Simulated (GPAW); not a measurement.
# C (P6_3/mmc) in GPAW: relaxation of cell and atoms with OLYP+D4

Aim: the relaxation of cell and atoms of C with OLYP+D4.

The COD entry that gives the cell may itself be a prediction, so a difference from it is no test against experiment.

Program: GPAW 26.7.0. These are calculated values, not measurements. Logs are shortened: lines on timing, memory, paths and dates and some standing lists are left out, and cuts for length are marked. The log counts tension as positive stress, the text compression.

## 1. Starting point

It takes space group P6_3/mmc (No. 194, hexagonal). Conventional cell: a = 2.522 Å, b = 2.522 Å, c = 8.237 Å, α = 90.00°, β = 90.00°, γ = 120.00°. Around C (site symmetry 3m) lie 4 C at 1.54 Å. Around C (site symmetry 3m) lie 4 C at 1.54 Å.

This is a hexagonal form of diamond, not graphite.

## 2. Relaxation of cell and atoms, OLYP+D4

Input file run.py:

```python
from ase.calculators.mixing import SumCalculator
from ase.filters import FrechetCellFilter
from ase.io import write
from ase.optimize import LBFGS
from ase.spacegroup import crystal
from dftd4.ase import DFTD4
from gpaw import GPAW, PW, setup_paths

setup_paths.insert(0, '.')

# C 4f
# C 4e
atoms = crystal(['C', 'C'],
                basis=[[0.6666666667, 0.3333333333, 0.84375],
                       [0.0, 0.0, 0.90625]],
                spacegroup=194, setting=1,  # P6_3/mmc
                cellpar=[2.5221, 2.5221, 8.2371, 90.0, 90.0, 120.0],
                primitive_cell=True)

calc = GPAW(mode=PW(800),
            xc='GGA_X_OPTX+GGA_C_LYP',
            kpts={'size': (7, 7, 2), 'gamma': True},
            occupations={'name': 'fermi-dirac', 'width': 0.05},
            nbands=32,
            convergence={'density': 1e-05, 'energy': 1e-05},
            maxiter=150,
            txt='gpaw.txt')
atoms.calc = SumCalculator([calc, DFTD4(method='olyp')])
opt = LBFGS(FrechetCellFilter(atoms), trajectory='relax.traj', logfile='-')
done = opt.run(fmax=0.05, steps=100)
calc.write('gs.gpw')
write('result.traj', atoms)
print('Converged:', done)
print('Cell:', atoms.cell.cellpar().round(4))
print('Volume:', round(atoms.get_volume(), 4))
print(atoms.get_scaled_positions().round(5))
```

Potentials or basis: PAW data sets generated in the run's folder for this functional, pw.

On the command line:

```
$ gpaw-setup -f GGA_X_OPTX+GGA_C_LYP C
$ OMP_NUM_THREADS=1 python run.py
```

gpaw.txt:

```text
__  _  _
 | _ |_)|_||  |
 |__||  | ||/\| - 26.7.0

Input parameters:
  mode=PW(ecut=800.0),
  convergence={'density': 1e-05, 'energy': 1e-05},
  kpts=MonkhorstPack(size=(7, 7, 2), gamma=True),
  maxiter=150,
  nbands=32,
  occupations=Occupations(name='fermi-dirac', width=0.05),
  xc=XC(name='GGA_X_OPTX+GGA_C_LYP')

Diagonalizing LCAO Hamiltonian
Converting LCAO to pw mode

       C
           C
           C
       C

       CC

        C
       C

Atoms  # Å, Bohr magnetons
|   | symbol |         x |        y |        z |    initial magnetic moments |
|---|--------|-----------|----------|----------|-----------------------------|
| 0 |      C |  1.261050 | 0.728068 | 6.950053 | ( 0.0000,  0.0000,  0.0000) |
| 1 |      C | -0.000000 | 1.456135 | 2.831503 | ( 0.0000,  0.0000,  0.0000) |
| 2 |      C | -0.000000 | 1.456135 | 1.287047 | ( 0.0000,  0.0000,  0.0000) |
| 3 |      C |  1.261050 | 0.728068 | 5.405597 | ( 0.0000,  0.0000,  0.0000) |
| 4 |      C |  0.000000 | 0.000000 | 7.464872 | ( 0.0000,  0.0000,  0.0000) |
| 5 |      C |  0.000000 | 0.000000 | 3.346322 | ( 0.0000,  0.0000,  0.0000) |
| 6 |      C |  0.000000 | 0.000000 | 0.772228 | ( 0.0000,  0.0000,  0.0000) |
| 7 |      C |  0.000000 | 0.000000 | 4.890778 | ( 0.0000,  0.0000,  0.0000) |

Unit cell  # Å
| periodic |         x |        y |        z |  lengths |     angles |
|----------|-----------|----------|----------|----------|------------|
|      yes |  2.522100 | 0.000000 | 0.000000 | 2.522100 |  90.000000 |
|      yes | -1.261050 | 2.184203 | 0.000000 | 2.522100 |  90.000000 |
|      yes |  0.000000 | 0.000000 | 8.237100 | 8.237100 | 120.000000 |

Number of symmetries: 12
Symmetry operations  # r_c * U_cc + t_c -> r_c
|    | kind |            matrix            |
|----|------|------------------------------|
|  0 |  σ   |  1, 1, 0,  0,-1, 0,  0, 0, 1 |
|  1 |  S6  |  1, 1, 0, -1, 0, 0,  0, 0,-1 |
|  2 |  E   |  1, 0, 0,  0, 1, 0,  0, 0, 1 |
|  3 |  C2  |  1, 0, 0, -1,-1, 0,  0, 0,-1 |
|  4 |  C2  |  0, 1, 0,  1, 0, 0,  0, 0,-1 |
|  5 |  C3  |  0, 1, 0, -1,-1, 0,  0, 0, 1 |
|  6 |  S6  |  0,-1, 0,  1, 1, 0,  0, 0,-1 |
|  7 |  σ   |  0,-1, 0, -1, 0, 0,  0, 0, 1 |
|  8 |  σ   | -1, 0, 0,  1, 1, 0,  0, 0, 1 |
|  9 |  i   | -1, 0, 0,  0,-1, 0,  0, 0,-1 |
| 10 |  C3  | -1,-1, 0,  1, 0, 0,  0, 0, 1 |
| 11 |  C2  | -1,-1, 0,  0, 1, 0,  0, 0,-1 |

BZ-sampling:
  Number of BZ points: 98
  Number of IBZ points: 16

  Monkhorst-Pack size: [7, 7, 2]
  Monkhorst-Pack shift: [0.0, 0.0, 0.25]

K-points  # in reciprocal-cell coordinates
|     |                                coordinates |     weight |
|-----|--------------------------------------------|------------|
|   0 | (  0.00000000,   0.00000000,   0.00000000) | 0.01020408 |
|   1 | (  0.00000000,   0.00000000,   0.50000000) | 0.01020408 |
|   2 | (  0.14285714,   0.00000000,   0.00000000) | 0.06122449 |
|   3 | (  0.14285714,   0.00000000,   0.50000000) | 0.06122449 |
|   4 | (  0.28571429,  -0.14285714,   0.00000000) | 0.06122449 |
|   5 | (  0.28571429,  -0.14285714,   0.50000000) | 0.06122449 |
|   6 | (  0.28571429,   0.00000000,   0.00000000) | 0.06122449 |
|   7 | (  0.28571429,   0.00000000,   0.50000000) | 0.06122449 |
|   8 | (  0.42857143,  -0.14285714,   0.00000000) | 0.12244898 |
|   9 | (  0.42857143,  -0.14285714,   0.50000000) | 0.12244898 |
| ... |                                            |            |
|  15 | (  0.42857143,   0.42857143,   0.50000000) | 0.06122449 |

Plane wave coefficients: 2346
Cutoff: 800.0 eV
[... 336 lines left out ...]
Fermi level: 14.628
Eigenvalues  # (at kpt = [0.000, 0.000, 0.000])
| band index |      eig [eV] | occ [0-2] |
|------------|---------------|-----------|
|          0 |        -9.462 |     2.000 |
|        ... |               |           |
|          8 |         9.312 |     2.000 |
|          9 |        10.429 |     2.000 |
|         10 |        10.429 |     2.000 |
|         11 |        10.578 |     2.000 |
|         12 |        10.578 |     2.000 |
|         13 |        12.157 |     2.000 |
[... 8 lines left out ...]
|         22 |        20.333 |     0.000 |
|         23 |        20.333 |     0.000 |
|        ... |               |           |
|         31 |        29.693 |     0.000 |

Gap: 4.456 eV
Transition (v -> c):
  (s=0, k=0, n=15, [0.00, 0.00, 0.00]) -> (s=0, k=10, n=16, [0.43, 0.00, 0.00])
Direct/indirect transitions are different
Direct gap: 5.218 eV
Transition at: (s=0, k=0, n=15, [0.00, 0.00, 0.00])

Stress tensor  # eV/Ang^3
|         x |        y |         z |
|-----------|----------|-----------|
|  0.020309 | 0.000000 | -0.000000 |
|  0.000000 | 0.020309 |  0.000000 |
| -0.000000 | 0.000000 | -0.045995 |

Forces  # eV/Ang
|        x |        y |        z |
|----------|----------|----------|
|  0.00000 | -0.00000 |  0.08837 |  # C    0
|  0.00000 |  0.00000 |  0.08837 |  # C    1
| -0.00000 |  0.00000 | -0.08837 |  # C    2
|  0.00000 | -0.00000 | -0.08837 |  # C    3
| -0.00000 |  0.00000 |  0.07174 |  # C    4
|  0.00000 | -0.00000 |  0.07174 |  # C    5
|  0.00000 | -0.00000 | -0.07174 |  # C    6
| -0.00000 |  0.00000 | -0.07174 |  # C    7

Interpolating wave functions to new cell

       C
           C
           C
       C

       CC

        C
       C

Atoms  # Å, Bohr magnetons
|   | symbol |         x |         y |        z |    initial magnetic moments |
|---|--------|-----------|-----------|----------|-----------------------------|
| 0 |      C |  1.249672 |  0.721498 | 6.930343 | ( 0.0000,  0.0000,  0.0000) |
| 1 |      C | -0.000000 |  1.442997 | 2.832048 | ( 0.0000,  0.0000,  0.0000) |
| 2 |      C | -0.000000 |  1.442997 | 1.266246 | ( 0.0000,  0.0000,  0.0000) |
| 3 |      C |  1.249672 |  0.721498 | 5.364540 | ( 0.0000,  0.0000,  0.0000) |
| 4 |      C | -0.000000 |  0.000000 | 7.442309 | ( 0.0000,  0.0000,  0.0000) |
| 5 |      C |  0.000000 | -0.000000 | 3.344015 | ( 0.0000,  0.0000,  0.0000) |
| 6 |      C |  0.000000 | -0.000000 | 0.754279 | ( 0.0000,  0.0000,  0.0000) |
| 7 |      C | -0.000000 |  0.000000 | 4.852574 | ( 0.0000,  0.0000,  0.0000) |

Unit cell  # Å
| periodic |         x |         y |         z |  lengths |     angles |
|----------|-----------|-----------|-----------|----------|------------|
|      yes |  2.499344 | -0.000000 |  0.000000 | 2.499344 |  90.000000 |
|      yes | -1.249672 |  2.164495 | -0.000000 | 2.499344 |  90.000000 |
|      yes |  0.000000 |  0.000000 |  8.196588 | 8.196588 | 120.000000 |
[... 188 lines left out ...]
Forces  # eV/Ang
|        x |        y |        z |
|----------|----------|----------|
|  0.00000 | -0.00000 | -0.42317 |  # C    0
| -0.00000 |  0.00000 | -0.42317 |  # C    1
| -0.00000 |  0.00000 |  0.42317 |  # C    2
|  0.00000 |  0.00000 |  0.42317 |  # C    3
|  0.00000 |  0.00000 | -0.46840 |  # C    4
|  0.00000 | -0.00000 | -0.46840 |  # C    5
|  0.00000 |  0.00000 |  0.46840 |  # C    6
|  0.00000 |  0.00000 |  0.46840 |  # C    7

Interpolating wave functions to new cell

       C
           C
           C
       C

       CC

        C
       C

Atoms  # Å, Bohr magnetons
|   | symbol |         x |         y |        z |    initial magnetic moments |
|---|--------|-----------|-----------|----------|-----------------------------|
| 0 |      C |  1.242935 |  0.717609 | 6.910572 | ( 0.0000,  0.0000,  0.0000) |
| 1 |      C | -0.000000 |  1.435218 | 2.824169 | ( 0.0000,  0.0000,  0.0000) |
| 2 |      C | -0.000000 |  1.435218 | 1.262235 | ( 0.0000,  0.0000,  0.0000) |
| 3 |      C |  1.242935 |  0.717609 | 5.348638 | ( 0.0000,  0.0000,  0.0000) |
| 4 |      C | -0.000000 |  0.000000 | 7.420263 | ( 0.0000,  0.0000,  0.0000) |
| 5 |      C |  0.000000 | -0.000000 | 3.333859 | ( 0.0000,  0.0000,  0.0000) |
| 6 |      C |  0.000000 | -0.000000 | 0.752544 | ( 0.0000,  0.0000,  0.0000) |
| 7 |      C | -0.000000 |  0.000000 | 4.838948 | ( 0.0000,  0.0000,  0.0000) |

Unit cell  # Å
| periodic |         x |         y |        z |  lengths |     angles |
|----------|-----------|-----------|----------|----------|------------|
|      yes |  2.485870 | -0.000000 | 0.000000 | 2.485870 |  90.000000 |
|      yes | -1.242935 |  2.152827 | 0.000000 | 2.485870 |  90.000000 |
|      yes |  0.000000 |  0.000000 | 8.172807 | 8.172807 | 120.000000 |

Number of symmetries: 12
Symmetry operations  # r_c * U_cc + t_c -> r_c
|    | kind |            matrix            |
|----|------|------------------------------|
|  0 |  σ   |  1, 1, 0,  0,-1, 0,  0, 0, 1 |
|  1 |  S6  |  1, 1, 0, -1, 0, 0,  0, 0,-1 |
|  2 |  E   |  1, 0, 0,  0, 1, 0,  0, 0, 1 |
|  3 |  C2  |  1, 0, 0, -1,-1, 0,  0, 0,-1 |
|  4 |  C2  |  0, 1, 0,  1, 0, 0,  0, 0,-1 |
|  5 |  C3  |  0, 1, 0, -1,-1, 0,  0, 0, 1 |
|  6 |  S6  |  0,-1, 0,  1, 1, 0,  0, 0,-1 |
|  7 |  σ   |  0,-1, 0, -1, 0, 0,  0, 0, 1 |
|  8 |  σ   | -1, 0, 0,  1, 1, 0,  0, 0, 1 |
|  9 |  i   | -1, 0, 0,  0,-1, 0,  0, 0,-1 |
| 10 |  C3  | -1,-1, 0,  1, 0, 0,  0, 0, 1 |
| 11 |  C2  | -1,-1, 0,  0, 1, 0,  0, 0,-1 |

BZ-sampling:
  Number of BZ points: 98
  Number of IBZ points: 16

  Monkhorst-Pack size: [7, 7, 2]
  Monkhorst-Pack shift: [0.0, 0.0, 0.25]

K-points  # in reciprocal-cell coordinates
|     |                                coordinates |     weight |
|-----|--------------------------------------------|------------|
|   0 | (  0.00000000,   0.00000000,   0.00000000) | 0.01020408 |
|   1 | (  0.00000000,   0.00000000,   0.50000000) | 0.01020408 |
|   2 | (  0.14285714,   0.00000000,   0.00000000) | 0.06122449 |
|   3 | (  0.14285714,   0.00000000,   0.50000000) | 0.06122449 |
|   4 | (  0.28571429,  -0.14285714,   0.00000000) | 0.06122449 |
|   5 | (  0.28571429,  -0.14285714,   0.50000000) | 0.06122449 |
|   6 | (  0.28571429,   0.00000000,   0.00000000) | 0.06122449 |
|   7 | (  0.28571429,   0.00000000,   0.50000000) | 0.06122449 |
|   8 | (  0.42857143,  -0.14285714,   0.00000000) | 0.12244898 |
|   9 | (  0.42857143,  -0.14285714,   0.50000000) | 0.12244898 |
| ... |                                            |            |
|  15 | (  0.42857143,   0.42857143,   0.50000000) | 0.06122449 |

Plane wave coefficients: 2262
Cutoff: 800.0 eV
[... 572 lines left out ...]
|         11 |        11.345 |     2.000 |
|         12 |        11.345 |     2.000 |
|         13 |        12.927 |     2.000 |
[... 8 lines left out ...]
|         22 |        21.380 |     0.000 |
|         23 |        21.380 |     0.000 |
|        ... |               |           |
|         31 |        31.063 |     0.000 |

Gap: 4.646 eV
Transition (v -> c):
  (s=0, k=0, n=15, [0.00, 0.00, 0.00]) -> (s=0, k=10, n=16, [0.43, 0.00, 0.00])
Direct/indirect transitions are different
Direct gap: 5.403 eV
Transition at: (s=0, k=0, n=15, [0.00, 0.00, 0.00])

Stress tensor  # eV/Ang^3
|         x |         y |         z |
|-----------|-----------|-----------|
| -0.141575 | -0.000000 |  0.000000 |
| -0.000000 | -0.141575 |  0.000000 |
|  0.000000 |  0.000000 | -0.142964 |

Forces  # eV/Ang
|        x |        y |        z |
|----------|----------|----------|
| -0.00000 |  0.00000 | -0.02241 |  # C    0
|  0.00000 | -0.00000 | -0.02241 |  # C    1
|  0.00000 | -0.00000 |  0.02241 |  # C    2
| -0.00000 |  0.00000 |  0.02241 |  # C    3
|  0.00000 | -0.00000 | -0.02812 |  # C    4
| -0.00000 |  0.00000 | -0.02812 |  # C    5
| -0.00000 |  0.00000 |  0.02812 |  # C    6
|  0.00000 | -0.00000 |  0.02812 |  # C    7

# Writing to gs.gpw (mode='')
```

Wall time 3.6 min (1 thread of Arm Neoverse V1, shared host); peak memory 0.24 GiB.

Results:

```
Free energy                            : -74.9592 eV
Relaxed volume                         : 5.39 Å³/atom
Relaxed cell                           : a = 2.472 Å, b = 2.472 Å, c = 8.149 Å, α = 90.00°, β = 90.00°, γ = 120.00°
Space group after relaxing (to 0.05 Å) : P6_3/mmc (No. 194)
Energy gained by relaxing              : 20.8 meV/atom
Ionic steps                            : 6
Pressure after relaxing                : 0.4 GPa
Largest force after relaxing           : 0.023 eV/Å
Band gap on the k mesh                 : 4.65 eV, indirect (least direct gap 5.40 eV)
Dispersion energy per atom             : -0.803 eV
```

Forces on the atoms (eV/Å):
```
C    0.000  0.000 -0.023
C    0.000  0.000 -0.023
C    0.000  0.000  0.023
C    0.000  0.000  0.023
C    0.000  0.000 -0.023
C    0.000  0.000 -0.023
C    0.000  0.000  0.023
C    0.000  0.000  0.023
```

Stress tensor (GPa, compression positive):
```
0.26 0.00 0.00
0.00 0.26 0.00
0.00 0.00 0.62
```

The path:
| step | energy change (eV) | largest force (eV/Å) | pressure (GPa) | volume (Å³) |
| --- | --- | --- | --- | --- |
| 1 | 0.0000 | 0.3219 | -22.04 | 45.38 |
| 2 | -0.0332 | 0.0870 | -20.39 | 45.19 |
| 3 | -0.1074 | 0.4639 | -12.29 | 44.34 |
| 4 | -0.1417 | 0.4853 | -6.16 | 43.74 |
| 5 | -0.1648 | 0.1888 | 0.25 | 43.13 |
| 6 | -0.1665 | 0.0235 | 0.38 | 43.12 |

Final structure:
```
C
1.0
     2.47184    0.00000    0.00000
    -1.23592    2.14067    0.00000
     0.00000    0.00000    8.14859
C
8
Cartesian
  1.2359 0.7136 6.8810
  0.0000 1.4271 2.8067
  0.0000 1.4271 1.2676
  1.2359 0.7136 5.3419
  0.0000 0.0000 7.3914
  0.0000 0.0000 3.3171
  0.0000 0.0000 0.7572
  0.0000 0.0000 4.8315
```

Caveat: the k mesh is coarse; later steps reuse the first step's grids; an odd mesh through Γ misses points on the zone boundary, where band edges often lie.
